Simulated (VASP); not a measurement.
Wanted: the native input for a VASP 6.6.1 run.

* Task: relaxation of cell and atoms
* Functional: LDA
* Potentials or basis: VASP PAW LDA potentials, release 64 (Cd)
* Cutoff: 600 eV
* k mesh: 15 × 15 × 7
* Occupations: methfessel-paxton, width 0.1 eV
* Spin: no spin polarisation
* Further INCAR settings: ALGO = Normal; EDIFF = 1e-06; IBRION = 2; EDIFFG = -0.01; NSW = 90; ISIF = 3

The structure of Cd lies in POSCAR:

```
Cd
1.0
    2.9788700000      0.0000000000      0.0000000000
   -1.4894350000      2.5797770946      0.0000000000
    0.0000000000      0.0000000000      5.6176500000
Cd
2
Direct
    0.3333333333      0.6666666667      0.2500000000
    0.6666666667      0.3333333333      0.7500000000
```

These files were run (other wordings do the same):

INCAR

```
SYSTEM = Cd
PREC = Accurate
ENCUT = 600
EDIFF = 1E-6
ISMEAR = 1
SIGMA = 0.1
LREAL = .False.
LASPH = .True.
NELM = 80
ALGO = Normal
ISIF = 3
LWAVE = .False.
LCHARG = .False.
GGA = CA
IBRION = 2
NSW = 90
EDIFFG = -0.01
```

KPOINTS

```
Automatic mesh
0
Gamma
  15 15 7
  0 0 0
```

Potentials or basis: VASP PAW LDA potentials, release 64 (Cd).

The run is started by

```console
$ cat potpaw_LDA.64/Cd/POTCAR > POTCAR
$ mpirun -np 1 vasp_std > vasp.out
```

Results of the run:

```
Relaxed volume                         : 20.28 Å³/atom
Relaxed cell                           : a = 2.899 Å, b = 2.899 Å, c = 5.575 Å, α = 90.00°, β = 90.00°, γ = 120.00°
Space group after relaxing (to 0.05 Å) : P6_3/mmc (No. 194)
Energy gained by relaxing              : 20.9 meV/atom
Ionic steps                            : 6
Pressure after relaxing                : 0.0 GPa
Band gap on the k mesh                 : none (metal or under the smearing width)
```

Run time: 83 s on 1 thread of Intel(R) Xeon(R) 6975P-C (Granite Rapids), on a shared host, peak memory 0.21 GiB.
